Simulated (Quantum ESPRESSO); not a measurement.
# TiTe in Quantum ESPRESSO: the effect of functional

Crystal: TiTe.

```
Ti Te
1.0
     4.86799    0.00000    0.00000
     0.00000    4.86799    0.00000
     0.00000    0.00000    6.06066
Ti Te
2 2
Cartesian
  0.0000 2.4340 0.0000
  2.4340 0.0000 3.0303
  0.0000 0.0000 1.5152
  0.0000 0.0000 4.5455
```

The cell comes from a database or a generator and needn't be the stable form of this composition.

Alike in all runs:

* Program: Quantum ESPRESSO 7.5
* Task: single point
* Potentials or basis: Ansatz NC SR PBE
* Cutoff: 1156 eV
* Density cutoff: 4626 eV
* k mesh: 4 × 4 × 3
* Occupations: gaussian, width 0.05 eV
* Spin: collinear spin, antiferromagnetic start
* Starting moments: [2.0, -2.0, 0.0, 0.0] μB
* Hubbard terms: Ti d U = 2 eV

```tsv
functional	pressure (GPa)	moment (μB)
PBEsol	?	?
revPBE	3.2	0.03
RPBE	3.6	0.02
PW91	2.3	0.00
```

Task: What does the run with functional PBEsol give?

Result: Pressure 0.4 GPa; moment 0.00 μB.

Caveats: the potentials were made for another functional, which shifts forces and pressure; the U is typed as a test and isn't derived for this compound.

Runs at the PBE level aren't shown here.
